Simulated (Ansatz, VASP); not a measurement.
# PtSe2: VASP beside Ansatz, part 2 of 2

One calculation is typed for both programs; each brings its own data sets. How far apart do they land? Of the first pair: The structure shown is the start of the Ansatz relaxation below; VASP solves that cell, so the two are compared at the walk's first step.

VASP 6.6.1 and Ansatz 0.2.0.

So far: The structure; Ansatz: relaxation, PBE; VASP: single point, PBE, start cell, pair 1.

**4. Side by side**

Known differences besides the potentials themselves: Ansatz cuts the interaction across the vacuum, VASP repeats the sheet with a dipole correction; the data sets hold 50 valence electrons in Ansatz (on its default PAW (the set named soft_2) files) and 22 in VASP; the cutoff is 420 eV in Ansatz and 400 eV in VASP. Total energies have different zeros and are not compared.

Forces (eV/Å; atoms numbered as in POSCAR):

| atom | Ansatz x, y, z | VASP x, y, z |
| --- | --- | --- |
| Pt1 | 0.000, 0.000, 0.000 | 0.000, 0.000, 0.000 |
| Se2 | 0.000, 0.000, 0.668 | 0.000, 0.000, 0.669 |
| Se3 | 0.000, 0.000, -0.668 | 0.000, 0.000, -0.669 |

The forces differ by 0.4 meV/Å r.m.s., which is 0.1 % of the r.m.s. force of 0.315 eV/Å (both taken over all components). With vacuum in the cell, a pressure given here is an average over mostly empty space and none of the material.

**5. Ansatz: relaxation, PBE**

This run makes the geometry at which the two programs are then compared.

The structure compared here is the end of the Ansatz relaxation.

Input file input.yaml:

```yaml
crystal:
  lattice:
    - [3.7239999979, 0.0, 0.0]
    - [-1.8619999989, 3.2250786018, 0.0]
    - [0.0, 0.0, 18.531]
  atoms:
    - { symbol: Pt, position: [0.0, 0.0, 0.5] }
    - { symbol: Se, position: [0.6666666667, 0.3333333333, 0.56829097] }
    - { symbol: Se, position: [0.3333333333, 0.6666666667, 0.43170903] }
  periodic: [true, true, false]
kpoints:
  mp_grid: { grid: [7, 7, 1] }
scf:
  occupations: { method: fermi_dirac, width: 0.05 }
hamiltonian:
  xc: pbe
output:
  forces: true
  stress: true
relax:
  f_tol: 0.02
  max_steps: 50
  cell: {}
```

Started as:

```
ansatz run input.yaml --threads 1 --pin off --max-ram 5120MiB --backend cpu --events-out ev --progress --plain --runs-dir out
```

Numbers of over 12 decimals in the logs are rounded to 6 here.

Output:

```text
[...]
Crystal: 3 atoms, lattice volume = 346.638 Å³
Basis set: ecut = 420 eV, 6817 PW (Γ), exchange–correlation on 50×50×400 points (8 copies of the dense FFT grid, shifted against one another)
Bands: 30, of which v1, the nominal top of the filled ones, is band 25 counted from 1 (24 counted from 0)
Symmetry: 12 space group operations
[...]
0.000000      -0.000000       0.000000
  P = ½ c Tr σ = 0.0232 N/m
--- Relaxed structure (4 steps of the walk, 4 accepted, 1 SCFs on fresh bases) ---
[...]
cell:  # Å, volume = 350.9377 Å³
    - [3.747024, -2.904591356691192e-11, 0]
    - [-1.873512, 3.245018, 0]
    - [0, 0, 28.86199986028]
  atoms:
    - { symbol: Pt, position: [0, 0, 0.321028] }
    - { symbol: Se, position: [0.666667, 0.333333, 0.366360] }
    - { symbol: Se, position: [0.333333, 0.666667, 0.275696] }
[key lines of the parts left out:]
SCF converged after 8 iterations
Free energy (F): -23462.362896 eV
Fermi energy:    -4.951282 eV
```

**6. VASP: single point, PBE, relaxed cell, pair 2**

The same cell, functional, mesh and smearing now go to VASP, with its own data sets.

Input file INCAR:

```
SYSTEM = PtSe2
PREC = Accurate
ENCUT = 400
EDIFF = 1E-06
NELM = 120
ISMEAR = -1
SIGMA = 0.05
LREAL = .FALSE.
ALGO = Normal
GGA = PE
NBANDS = 17
LASPH = .TRUE.
LORBIT = 11
LWAVE = .FALSE.
LCHARG = .FALSE.
ISIF = 2
LDIPOL = .TRUE.
IDIPOL = 3
DIPOL = 0.5 0.5 0.321
LVHAR = .TRUE.
GGA_COMPAT = .FALSE.
EFERMI = MIDGAP
NELMDL = -8
```

Input file POSCAR:

```
PtSe2
1.0
    3.7470242765      0.0000000000      0.0000000000
   -1.8735121382      3.2450182120      0.0000000000
    0.0000000000      0.0000000000     28.8619998603
Pt Se
1 2
Direct
    0.0000000000      0.0000000000      0.3210276504
    0.6666666667      0.3333333333      0.3663597479
    0.3333333333      0.6666666667      0.2756955529
```

Input file KPOINTS:

```
Automatic mesh
0
Gamma
7 7 1
0 0 0
```

The projector-augmented-wave data sets are Pt and Se (PBE family, release 64).

Started as:

```
mpirun -np 1 vasp_std
```

Output:

```text
[... set-up lines as in an earlier step ...]
 entering main loop
       N       E                     dE             d eps       ncg     rms          rms(c)
DAV:   1     0.161096542453E+03    0.16110E+03   -0.60313E+03   272   0.737E+02
DAV:   2     0.375951131910E+01   -0.15734E+03   -0.14734E+03   442   0.151E+02
DAV:   3    -0.148556437970E+02   -0.18615E+02   -0.18489E+02   360   0.663E+01
DAV:   4    -0.151442752605E+02   -0.28863E+00   -0.28833E+00   347   0.983E+00
[...]
DAV:  24    -0.142992307094E+02   -0.24380E-05   -0.11071E-07   291   0.153E-03    0.162E-03
DAV:  25    -0.142992327446E+02   -0.20352E-05   -0.31458E-07   290   0.249E-03    0.210E-03
DAV:  26    -0.142992335476E+02   -0.80296E-06   -0.53397E-08   285   0.119E-03
   1 F= -.14299234E+02 E0= -.14299233E+02  d E =-.146820E-06
```

From OUTCAR (step 6):

```text
  Total       -0.0167053     -0.0167053     -0.0269928     -0.0000000      0.0000000      0.0000000
  in kB       -0.0762665     -0.0762665     -0.1232335     -0.0000000      0.0000000      0.0000000
  external PRESSURE =      -0.0919222 kB  Pullay stress =       0.0000000 kB

 POSITION                                       TOTAL-FORCE (eV/Angst)
 -----------------------------------------------------------------------------------
      0.00000      0.00000      9.26550         0.000000      0.000000     -0.000000
      1.87351      1.08167     10.57387         0.000000     -0.000000      0.000491
     -0.00000      2.16335      7.95713        -0.000000      0.000000     -0.000491
 -----------------------------------------------------------------------------------
    total drift:                                0.000000      0.000000      0.000090

  FREE ENERGIE OF THE ION-ELECTRON SYSTEM (eV)
  ---------------------------------------------------
  free  energy   TOTEN  =       -14.2992335476 eV

  energy  without entropy=      -14.2992334008  energy(sigma->0) =      -14.29923347

[... 1 part as in an earlier step ...]

[... 2 further parts left out ...]
[key lines of the parts left out:]
E-fermi :  -3.0330
```

**7. Comparison**

What differs besides the data sets and the points named for the pairs above, as far as they apply: the data sets hold 50 valence electrons in Ansatz (on its default PAW (the set named soft_2) files) and 22 in VASP. Total energies have different zeros and are not compared.

The two programs side by side:

| quantity | Ansatz | VASP | difference |
| --- | --- | --- | --- |
| gap on the k mesh (eV) | 1.537 | 1.526 | +0.011 |

A gap on the mesh is an upper bound, since the band edges may lie between its points; neither run holds spin-orbit coupling, which can move the band edges of a compound of Pt. With vacuum in the cell, a pressure given here is an average over mostly empty space and none of the material.

**8. Outcome**

* r.m.s. force difference (single point, PBE, start cell, pair 1): 0.14 % of the r.m.s. force
* difference in gap on the k mesh (single point, PBE, relaxed cell, pair 2): 0.011 eV

**Reading.** The difference in gap on the k mesh is 0.011 eV (single point, PBE, relaxed cell, pair 2), within the 0.08 eV picked in this series as the mark of a large difference. The data sets hold unlike numbers of valence electrons (50 in Ansatz and 22 in VASP), so part of the differences comes from the potentials. How closely two codes agree says nothing of how well the functional describes the real material.

[Lines on the potential files, build, host, timing and source positions are cut from VASP's logs without a mark.]

[Logs are printed without paths, hosts, clocks, repeated set-up lines and the standing remarks that a program may print on its own settings, such as how far it seeks lower states.]

[Hosts, paths, dates, database ids (printed as entryN), source tags and the programs' standing remarks are cut or masked in the printed files.]
